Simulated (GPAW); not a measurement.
# GaN (F-43m) in GPAW: further runs

Runs on GaN. Level: PBE. Tasks: optical spectrum by the Bethe-Salpeter equation, RPA correlation energy.

All numbers are computed with GPAW 26.7.0; they aren't measurements. Logs are shortened: lines on timing, memory, paths and dates and some standing lists are left out, and cuts for length are marked. The log counts tension as positive stress, the text compression.

**Experimental background.**

A printed reference work, textbook reports, for a bulk crystal of GaN at 0 K: band gap 3.299 eV (direct).

The runs below are set against these values where they give the same quantity.

### Step 1. Starting point

Symmetry: F-43m, No. 216, cubic system. The conventional cell has a = 4.507 Å, b = 4.507 Å, c = 4.507 Å, α = 90.00°, β = 90.00°, γ = 90.00°. Ga (site symmetry -43m) has 4 N at 1.95 Å as nearest neighbours. N (site symmetry -43m) has 4 Ga at 1.95 Å as nearest neighbours.

The cell is a database's computed one.

### Step 2. Optical spectrum by the Bethe-Salpeter equation, PBE

run.py

```python
import numpy as np
from ase import Atoms
from ase.dft.bandgap import bandgap
from ase.io import write
from gpaw import GPAW, PW
from gpaw.response.bse import BSE

atoms = Atoms(['Ga', 'N'],
              cell=[[0.0, 2.2535006075, 2.2535006075],
                    [2.2535006075, 0.0, 2.2535006075],
                    [2.2535006075, 2.2535006075, 0.0]],
              scaled_positions=[[0.0, 0.0, 0.0],
                                [0.25, 0.25, 0.25]],
              pbc=True)

calc = GPAW(mode=PW(600),
            xc='PBE',
            kpts={'size': (8, 8, 8), 'gamma': True},
            occupations={'name': 'fermi-dirac', 'width': 0.001},
            nbands=11,
            convergence={'density': 1e-06},
            maxiter=150,
            txt='gpaw.txt')
atoms.calc = calc
energy = atoms.get_potential_energy()
calc.write('gs.gpw')
write('result.traj', atoms)
print(f'Energy: {energy:.6f} eV')
print('Fermi level:', round(calc.get_fermi_level(), 4), 'eV')
print(f'Gap: {bandgap(calc)[0]:.4f} eV, direct: {bandgap(calc, direct=True)[0]:.4f} eV')

dense = calc.fixed_density(kpts={'size': (8, 8, 8), 'gamma': True},
                           nbands=50, convergence={'bands': 44},
                           update_fermi_level=True, txt='dense.txt')
dense.write('dense.gpw', mode='all')
gap = bandgap(dense, direct=True)[0]
print(f'Direct gap on the dense mesh: {gap:.4f} eV')

bse = BSE('dense.gpw',
          ecut=30,
          valence_bands=range(1, 4),
          conduction_bands=range(4, 5),
          nbands=44,
          mode='BSE',
          integrate_gamma='sphere',
          direction=0,
          txt='bse.txt',
          eshift=1.53)
bse.get_dielectric_function(w_w=np.linspace(0, 13, 261), eta=0.1, filename='bse.csv', write_eig='eig.dat')
_, energies, weights = np.loadtxt('eig.dat', unpack=True)
bright = energies[weights > 1e-3 * weights.max()]
print(f'Lowest exciton {energies.min():.4f} eV, lowest bright one {bright.min():.4f} eV')
```

Potentials or basis: GPAW PAW data sets (gpaw-data 1.2.1), pw.

On the command line:

```sh
$ OMP_NUM_THREADS=1 python run.py
```

gpaw.txt:

```text
__  _  _
 | _ |_)|_||  |
 |__||  | ||/\| - 26.7.0

Input parameters:
  mode=PW(ecut=600.0),
  convergence={'density': 1e-06},
  kpts=MonkhorstPack(size=(8, 8, 8), gamma=True),
  maxiter=150,
  nbands=11,
  occupations=Occupations(name='fermi-dirac', width=0.001),
  xc=XC(name='PBE')

Diagonalizing LCAO Hamiltonian
Converting LCAO to pw mode

           N
       Ga

Atoms  # Å, Bohr magnetons
|   | symbol |        x |        y |        z |    initial magnetic moments |
|---|--------|----------|----------|----------|-----------------------------|
| 0 |     Ga | 0.000000 | 0.000000 | 0.000000 | ( 0.0000,  0.0000,  0.0000) |
| 1 |      N | 1.126750 | 1.126750 | 1.126750 | ( 0.0000,  0.0000,  0.0000) |

Unit cell  # Å
| periodic |        x |        y |        z |  lengths |    angles |
|----------|----------|----------|----------|----------|-----------|
|      yes | 0.000000 | 2.253501 | 2.253501 | 3.186931 | 60.000000 |
|      yes | 2.253501 | 0.000000 | 2.253501 | 3.186931 | 60.000000 |
|      yes | 2.253501 | 2.253501 | 0.000000 | 3.186931 | 60.000000 |

Number of symmetries: 24
Symmetry operations  # r_c * U_cc + t_c -> r_c
|    | kind |            matrix            |
|----|------|------------------------------|
|  0 |  E   |  1, 0, 0,  0, 1, 0,  0, 0, 1 |
|  1 |  σ   |  1, 0, 0,  0, 0, 1,  0, 1, 0 |
|  2 |  σ   |  1, 0,-1,  0, 1,-1,  0, 0,-1 |
|  3 |  C3  |  1, 0,-1,  0, 0,-1,  0, 1,-1 |
|  4 |  C3  |  1,-1, 0,  0,-1, 1,  0,-1, 0 |
|  5 |  σ   |  1,-1, 0,  0,-1, 0,  0,-1, 1 |
|  6 |  σ   |  0, 1, 0,  1, 0, 0,  0, 0, 1 |
|  7 |  C3  |  0, 1, 0,  0, 0, 1,  1, 0, 0 |
|  8 |  C2  |  0, 1,-1,  1, 0,-1,  0, 0,-1 |
|  9 |  S4  |  0, 1,-1,  0, 0,-1,  1, 0,-1 |
| 10 |  C3  |  0, 0, 1,  1, 0, 0,  0, 1, 0 |
| 11 |  σ   |  0, 0, 1,  0, 1, 0,  1, 0, 0 |
| 12 |  S4  |  0, 0,-1,  1, 0,-1,  0, 1,-1 |
| 13 |  C3  |  0, 0,-1,  0, 1,-1,  1, 0,-1 |
| 14 |  S4  |  0,-1, 1,  1,-1, 0,  0,-1, 0 |
| 15 |  C2  |  0,-1, 1,  0,-1, 0,  1,-1, 0 |
| 16 |  C3  |  0,-1, 0,  1,-1, 0,  0,-1, 1 |
| 17 |  S4  |  0,-1, 0,  0,-1, 1,  1,-1, 0 |
| 18 |  S4  | -1, 1, 0, -1, 0, 1, -1, 0, 0 |
| 19 |  C3  | -1, 1, 0, -1, 0, 0, -1, 0, 1 |
| 20 |  C3  | -1, 0, 1, -1, 1, 0, -1, 0, 0 |
| 21 |  S4  | -1, 0, 1, -1, 0, 0, -1, 1, 0 |
| 22 |  σ   | -1, 0, 0, -1, 1, 0, -1, 0, 1 |
| 23 |  C2  | -1, 0, 0, -1, 0, 1, -1, 1, 0 |

BZ-sampling:
  Number of BZ points: 512
  Number of IBZ points: 29

  Monkhorst-Pack size: [8, 8, 8]
  Monkhorst-Pack shift: [0.0625, 0.0625, 0.0625]

K-points  # in reciprocal-cell coordinates
|     |                                coordinates |     weight |
|-----|--------------------------------------------|------------|
|   0 | (  0.00000000,   0.00000000,   0.00000000) | 0.00195312 |
|   1 | (  0.12500000,   0.12500000,   0.00000000) | 0.01171875 |
|   2 | (  0.12500000,   0.12500000,   0.12500000) | 0.01562500 |
|   3 | (  0.25000000,   0.12500000,   0.12500000) | 0.02343750 |
|   4 | (  0.25000000,   0.25000000,   0.00000000) | 0.01171875 |
|   5 | (  0.25000000,   0.25000000,   0.12500000) | 0.04687500 |
|   6 | (  0.25000000,   0.25000000,   0.25000000) | 0.01562500 |
|   7 | (  0.37500000,   0.25000000,  -0.37500000) | 0.04687500 |
|   8 | (  0.37500000,   0.25000000,   0.12500000) | 0.04687500 |
|   9 | (  0.37500000,   0.25000000,   0.25000000) | 0.04687500 |
| ... |                                            |            |
|  28 | (  0.50000000,   0.50000000,   0.50000000) | 0.00781250 |

Plane wave coefficients: 778
Cutoff: 600.0 eV

Spin-components: 1 (collinear spins)
Bands:           11
Projectors:      10
Spin-degeneracy: 2
Datatype:        complex128

Density:
  Valence electrons: 8.0
  Components: 1
  Grid points: [20 20 20]
  Charge: 0.0  # |e|

Potential:
  Grid points: [20 20 20]

species:
  Ga:
    name:    Gallium
    Z:       31.0
    valence: 3
    core:    28
    charge:  0.0  # [|e|]
    compensation charges:
      type: gauss
      rc: 0.37  # [Å]
      lmax: 2
    cutoffs:
      filter: 2.06  # [Å]
      core: 4.17  # [Å]
    projectors
    | kind |    occ | energy [eV] | rcut [Å] |
    |------|--------|-------------|----------|
    |   4s |  2.000 |      -8.945 |    1.164 |
    |   4p |  1.000 |      -2.580 |    1.164 |
    |    s |        |      18.266 |    1.164 |
    |    p |        |      24.631 |    1.164 |
    |    d |        |       0.000 |    1.164 |

    Using partial waves for Ga as LCAO basis

  N:
    name:    Nitrogen
    Z:       7.0
    valence: 5
    core:    2
    charge:  0.0  # [|e|]
    compensation charges:
      type: gauss
      rc: 0.18  # [Å]
      lmax: 2
    cutoffs:
      filter: 1.11  # [Å]
      core: 0.96  # [Å]
    projectors
    | kind |    occ | energy [eV] | rcut [Å] |
    |------|--------|-------------|----------|
    |   2s |  2.000 |     -18.583 |    0.603 |
    |   2p |  3.000 |      -7.089 |    0.529 |
    |    s |        |       8.629 |    0.603 |
    |    p |        |      20.123 |    0.529 |
    |    d |        |       0.000 |    0.577 |

    Using partial waves for N as LCAO basis

Reference energy: -54366.393033  # eV

eigensolver:
  PPCG
  Converge bands: occupied
  niter=2

density mixing:
  MSR1-Mixer
  Pratt-step length: 0.05
  Maximum mixing coefficient: 0.75
  Old densities: 10
  SVD Regularization: 0.005
  Good broyden scale: 1.0
  Trust region scale: 1.0
  Backstep threshold: 4.0
  History deletion threshold: 6.0
  Fourier metric: weight=20.0, sigma=0.015

occupation numbers:
  Fermi-Dirac:
    width: 0.0010  # eV

poisson solver:
  ecut: 4800.0  # eV

xc functional:
  name: PBE with 2 nearest neighbor stencil

convergence criteria:
- Maximum integral of absolute [dens]ity change: 1e-06 electrons / valence electron
- Maximum [total energy] change in last 3 cyles: 0.0005 eV / valence electron
- Maximum integral of absolute [eigenst]ate change: 4e-08 eV^2 / valence electron
maximum number of iterations: 150

SCF iterations
|iter     | |      energy | eigst |  dens |
|---------|-|-------------|-------|-------|
|iter:   1| |  -13.683373 | -0.32 |       |
|iter:   2| |  -13.206661 | -2.06 | -0.57 |
|iter:   3| |  -11.920659 | -0.70 | -0.62 |
|iter:   4| |  -11.919030 | -3.24 | -1.30 |
|iter:   5| |  -11.919787c| -3.52 | -1.57 |
|iter:   6| |  -11.919814c| -5.55 | -2.84 |
|iter:   7| |  -11.919827c| -6.23 | -3.17 |
|iter:   8| |  -11.919827c| -8.37c| -4.37 |
|iter:   9| |  -11.919827c| -8.04c| -4.86 |
|iter:  10| |  -11.919827c| -9.44c| -5.93 |
|iter:  11| |  -11.919827c|-10.31c| -6.62c|

Converged in 11 steps
Energy contributions relative to reference atoms: (reference = -54366.393033)

Energy contributions:
  Kinetic:          32.995382
  Coulomb:         -28.725280
  Zero:              0.056271
  External:          0.000000
  Xc:              -16.246200
  Entropy:          -0.000000
  Spinorbit:         0.000000
  ----------------------------
  Free energy:     -11.919827
  Extrapolated:    -11.919827

dipole moment: (-12.570949, -12.570949, -12.570949)  # |e|*Ang

Fermi level: 6.608
Eigenvalues  # (at kpt = [0.000, 0.000, 0.000])
| band index |      eig [eV] | occ [0-2] |
|------------|---------------|-----------|
|          0 |        -9.481 |     2.000 |
|          1 |         6.408 |     2.000 |
|          2 |         6.408 |     2.000 |
|          3 |         6.408 |     2.000 |
|          4 |         8.212 |     0.000 |
|          5 |        16.801 |     0.000 |
|          6 |        16.801 |     0.000 |
|          7 |        16.801 |     0.000 |
|          8 |        24.093 |     0.000 |
|          9 |        24.823 |     0.000 |
|         10 |        24.826 |     0.000 |

Gap: 1.804 eV
Transition (v -> c):
  (s=0, k=0, n=3, [0.00, 0.00, 0.00]) -> (s=0, k=0, n=4, [0.00, 0.00, 0.00])
No difference between direct/indirect transitions
# Writing to gs.gpw (mode='')
```

Wall time 31 min (1 thread of Arm Neoverse V1, shared host); peak memory 0.39 GiB.

Results:

| Property | Result |
| --- | --- |
| Free energy | -11.9198 eV |
| Band gap on the k mesh, mean-field level | 1.80 eV, direct |
| Exciton binding energy | 0.27 eV |

Lowest exciton energies (eV): 3.06, 3.06, 3.06, 4.30, 4.30, 4.30, 4.38, 4.38

Caveat: the band lists can cut through equal levels, which moves peak heights; on so coarse a mesh excitons come out too strongly bound; on this mesh the treatment of q = 0 moves the result by about a tenth of an eV; the long-wavelength limit can be off by a per cent or two; the static dielectric constant lacks the antiresonant part and is too small; spectra need much finer meshes, so this one isn't converged.

### Step 3. RPA correlation energy, PBE

run.py

```python
import numpy as np
from ase.io import read
from ase.units import Bohr, Ha
from gpaw import GPAW, PW
from gpaw.hybrids.energy import non_self_consistent_energy
from gpaw.xc.rpa import RPACorrelation

atoms = read('GaN.cif')

for x in [0.94, 0.97, 1.0, 1.03, 1.06]:
    ecuts = np.array([160.0, 200.0, 250]) * x**(-2 / 3)  # the same plane waves at each volume
    a = atoms.copy()
    a.set_cell(atoms.cell * x**(1 / 3), scale_atoms=True)
    calc = GPAW(mode=PW(650),
                xc='PBE',
                kpts={'size': (6, 6, 6), 'gamma': True},
                occupations={'name': 'fermi-dirac', 'width': 0.001},
                nbands=11,
                convergence={'density': 1e-06},
                maxiter=150,
                txt=f'gs-{x:.2f}.txt')
    a.calc = calc
    dft = a.get_potential_energy(force_consistent=True)
    calc.write(f'gs-{x:.2f}.gpw')
    exx = non_self_consistent_energy(calc, 'EXX').sum()
    calc.diagonalize_full_hamiltonian(nbands=int(a.get_volume() / Bohr**3 * (ecuts[-1] / Ha)**1.5 * 2**0.5 / 3 / np.pi**2) + 30)
    calc.write(f'full-{x:.2f}.gpw', mode='all')
    ec = RPACorrelation(f'full-{x:.2f}.gpw', ecut=ecuts, nfrequencies=16, skip_gamma=False, txt=f'rpa-{x:.2f}.txt').calculate()
    slope, ec_inf = np.polyfit(ecuts**-1.5, ec, 1)
    print(f'V = {a.get_volume():.4f} A^3: DFT {dft:.5f}, EXX {exx:.5f}, correlation', *ec.round(5), f'extrapolated {ec_inf:.5f}, total {exx + ec_inf:.5f} eV', flush=True)
```

GaN.cif

```cif
data_GaN
_cell_length_a 3.18693112
_cell_length_b 3.18693112
_cell_length_c 3.18693112
_cell_angle_alpha 60.00000000
_cell_angle_beta 60.00000000
_cell_angle_gamma 60.00000000
_space_group_name_H-M_alt 'P1'
_space_group_name_Hall 'P 1'
_space_group_IT_number 1
loop_
_space_group_symop_operation_xyz
'x,y,z'
loop_
_atom_site_label
_atom_site_type_symbol
_atom_site_symmetry_multiplicity
_atom_site_Wyckoff_symbol
_atom_site_fract_x
_atom_site_fract_y
_atom_site_fract_z
_atom_site_occupancy
Ga1 Ga 1 a 0.0000000000 0.0000000000 0.0000000000 1
N1 N 1 a 0.2500000000 0.2500000000 0.2500000000 1
```

Potentials or basis: GPAW PAW data sets (gpaw-data 1.2.1), pw.

On the command line:

```sh
$ OMP_NUM_THREADS=1 python run.py
```

Output:

```text
Non-self-consistent RPA correlation energy

Atoms                          : GaN
Ground state XC functional     : PBE
Valence electrons              : 8
Number of bands                : 235
Number of spins                : 1
Number of k-points             : 216
Number of irreducible k-points : 16
Number of irreducible q-points : 16

    q: [0.0000 0.0000 0.0000] - weight: 0.005
    q: [0.1667 0.1667 0.0000] - weight: 0.028
    q: [0.1667 0.1667 0.1667] - weight: 0.037
    q: [0.3333 0.1667 0.1667] - weight: 0.056
    q: [0.3333 0.3333 0.6667] - weight: 0.056
    q: [0.3333 0.3333 0.0000] - weight: 0.028
[... 8 lines left out ...]
    q: [0.5000 0.5000 0.3333] - weight: 0.111
    q: [0.5000 0.5000 0.5000] - weight: 0.019

Analytical coupling constant integration

Frequencies
    Gauss-Legendre integration with 16 frequency points
    Transformed from [0,oo] to [0,1] using e^[-aw^(1/B)]
    Highest frequency point at 800.0 eV and B=2.0

    G-vector decomposition        : 1

Response function bands : Equal to number of plane waves
Plane wave cutoffs (eV) : 166.738 208.423 260.528
No Coulomb truncation

# 0
q = [0.000 0.000 0.000]
E_cut = 166 eV / Bands = 113:
E_c(q) = -12.640 eV
E_cut = 208 eV / Bands = 169:
E_c(q) = -13.301 eV
E_cut = 260 eV / Bands = 181:
E_c(q) = -13.384 eV

# 1
q = [0.167 0.167 0.000]
E_cut = 166 eV / Bands = 113:
E_c(q) = -11.929 eV
E_cut = 208 eV / Bands = 153:
E_c(q) = -12.451 eV
E_cut = 260 eV / Bands = 202:
E_c(q) = -12.809 eV

# 2
q = [0.167 0.167 0.167]
E_cut = 166 eV / Bands = 110:
E_c(q) = -11.896 eV
E_cut = 208 eV / Bands = 153:
E_c(q) = -12.473 eV
E_cut = 260 eV / Bands = 193:
E_c(q) = -12.779 eV

# 3
q = [0.333 0.167 0.167]
E_cut = 166 eV / Bands = 107:
E_c(q) = -11.474 eV
E_cut = 208 eV / Bands = 146:
E_c(q) = -12.032 eV
E_cut = 260 eV / Bands = 200:
E_c(q) = -12.451 eV

# 4
q = [0.333 0.333 0.667]
E_cut = 166 eV / Bands = 101:
E_c(q) = -10.912 eV
E_cut = 208 eV / Bands = 142:
E_c(q) = -11.517 eV
E_cut = 260 eV / Bands = 212:
E_c(q) = -12.050 eV

# 5
q = [0.333 0.333 0.000]
E_cut = 166 eV / Bands = 104:
E_c(q) = -11.131 eV
E_cut = 208 eV / Bands = 141:
E_c(q) = -11.680 eV
E_cut = 260 eV / Bands = 202:
E_c(q) = -12.170 eV

# 6
q = [0.333 0.333 0.167]
E_cut = 166 eV / Bands = 103:
E_c(q) = -11.259 eV
E_cut = 208 eV / Bands = 150:
E_c(q) = -11.933 eV
E_cut = 260 eV / Bands = 206:
E_c(q) = -12.343 eV

# 7
q = [0.333 0.333 0.333]
E_cut = 166 eV / Bands = 99:
E_c(q) = -11.041 eV
E_cut = 208 eV / Bands = 153:
E_c(q) = -11.823 eV
E_cut = 260 eV / Bands = 205:
E_c(q) = -12.195 eV

# 8
q = [0.500 0.333 0.667]
E_cut = 166 eV / Bands = 104:
E_c(q) = -10.974 eV
E_cut = 208 eV / Bands = 150:
E_c(q) = -11.608 eV
E_cut = 260 eV / Bands = 208:
E_c(q) = -12.034 eV

# 9
q = [0.500 0.333 -0.167]
E_cut = 166 eV / Bands = 104:
E_c(q) = -10.965 eV
E_cut = 208 eV / Bands = 150:
E_c(q) = -11.589 eV
E_cut = 260 eV / Bands = 208:
E_c(q) = -12.020 eV

# 10
q = [0.500 0.333 0.167]
E_cut = 166 eV / Bands = 107:
E_c(q) = -11.121 eV
E_cut = 208 eV / Bands = 147:
E_c(q) = -11.676 eV
E_cut = 260 eV / Bands = 206:
E_c(q) = -12.120 eV

# 11
q = [0.500 0.333 0.333]
E_cut = 166 eV / Bands = 103:
E_c(q) = -11.012 eV
E_cut = 208 eV / Bands = 145:
E_c(q) = -11.626 eV
E_cut = 260 eV / Bands = 205:
E_c(q) = -12.084 eV

# 12
q = [0.500 0.500 0.000]
E_cut = 166 eV / Bands = 108:
E_c(q) = -10.988 eV
E_cut = 208 eV / Bands = 150:
E_c(q) = -11.550 eV
E_cut = 260 eV / Bands = 206:
E_c(q) = -11.967 eV

# 13
q = [0.500 0.500 0.167]
E_cut = 166 eV / Bands = 106:
E_c(q) = -11.016 eV
E_cut = 208 eV / Bands = 144:
E_c(q) = -11.547 eV
E_cut = 260 eV / Bands = 209:
E_c(q) = -12.044 eV

# 14
q = [0.500 0.500 0.333]
E_cut = 166 eV / Bands = 105:
E_c(q) = -10.985 eV
E_cut = 208 eV / Bands = 146:
E_c(q) = -11.568 eV
E_cut = 260 eV / Bands = 203:
E_c(q) = -12.005 eV

# 15
q = [0.500 0.500 0.500]
E_cut = 166 eV / Bands = 108:
E_c(q) = -10.968 eV
E_cut = 208 eV / Bands = 156:
E_c(q) = -11.599 eV
E_cut = 260 eV / Bands = 210:
E_c(q) = -11.969 eV

==========================================================

Total correlation energy:
   167:   -11.1313 eV
   208:   -11.7321 eV
   261:   -12.1675 eV

Extrapolated energies:
   167 - 208:  -13.243 eV
   208 - 261:  -13.263 eV
```

stdout:

```text
IBZ(<points: 16, symmetries: 24>)
Occupied bands: 4
DFT energy: -11.817234143341691 eV
minus DFT-XC energy: 17.968355021087145 eV
Core-core contribution:          -2103.988
Valence-core contribution:         -17.782
Valence-valence contribution:      -82.442
V = 21.5145 A^3: DFT -11.81723, EXX 33.99553, correlation -11.13128 -11.73207 -12.16755 extrapolated -13.25315, total 20.74238 eV
IBZ(<points: 16, symmetries: 24>)
Occupied bands: 4
DFT energy: -11.92693795762443 eV
minus DFT-XC energy: 17.10024151496509 eV
Core-core contribution:          -2103.988
Valence-core contribution:         -17.351
Valence-valence contribution:      -81.945
V = 22.2011 A^3: DFT -11.92694, EXX 33.94604, correlation -11.13741 -11.74548 -12.18753 extrapolated -13.28727, total 20.65877 eV
IBZ(<points: 16, symmetries: 24>)
[... 8 lines left out ...]
Occupied bands: 4
DFT energy: -12.040528707615076 eV
minus DFT-XC energy: 15.529756051943899 eV
Core-core contribution:          -2103.988
Valence-core contribution:         -16.603
Valence-valence contribution:      -81.001
V = 23.5744 A^3: DFT -12.04053, EXX 33.95443, correlation -11.15375 -11.77597 -12.23098 extrapolated -13.35833, total 20.59610 eV
IBZ(<points: 16, symmetries: 24>)
Occupied bands: 4
DFT energy: -12.055567459386495 eV
minus DFT-XC energy: 14.818607225683817 eV
Core-core contribution:          -2103.988
Valence-core contribution:         -16.278
Valence-valence contribution:      -80.552
V = 24.2610 A^3: DFT -12.05557, EXX 34.00146, correlation -11.1639 -11.79309 -12.2545 extrapolated -13.39547, total 20.60599 eV
```

Run time: 26 min. Hardware: 1 thread of Arm Neoverse V2, shared host; peak memory 0.41 GiB.

What came out:

* Equilibrium volume: 11.81 Å³/atom
* Bulk modulus: 206 GPa
* Pressure derivative of the bulk modulus: 5.0 (rough: it moves with the points fitted)

Energy against volume, from the lowest point:
| volume (Å³/atom) | energy (meV/atom) |
| --- | --- |
| 10.757 | 73.14 |
| 11.101 | 31.34 |
| 11.444 | 7.63 |
| 11.787 | 0.00 |
| 12.130 | 4.94 |

Caveat: the k mesh is coarse (spacing up to 0.40 Å⁻¹), so the values aren't converged; the data sets keep Ga 3d, Li 1s and Be 1s frozen, and some such compounds lay over 1.5 % in volume off other programs; the long-wavelength limit can be off by a per cent or two; the response cutoff is short for absolute correlation energies.

### Step 4. Comparison with measurements

Step 2. A measured gap of GaN is 3.299 eV (direct; 0 K; a printed reference work, textbook); the calculated 1.80 eV misses it by -1.50 eV. Spin-orbit coupling on Ga is left out. The value is that of PBE on a finite k mesh, which can miss the band edges, without temperature or zero-point motion. Semilocal functionals fall short of measured gaps as a rule. The cell is a database's relaxed one, not the measured one, which moves gaps too.
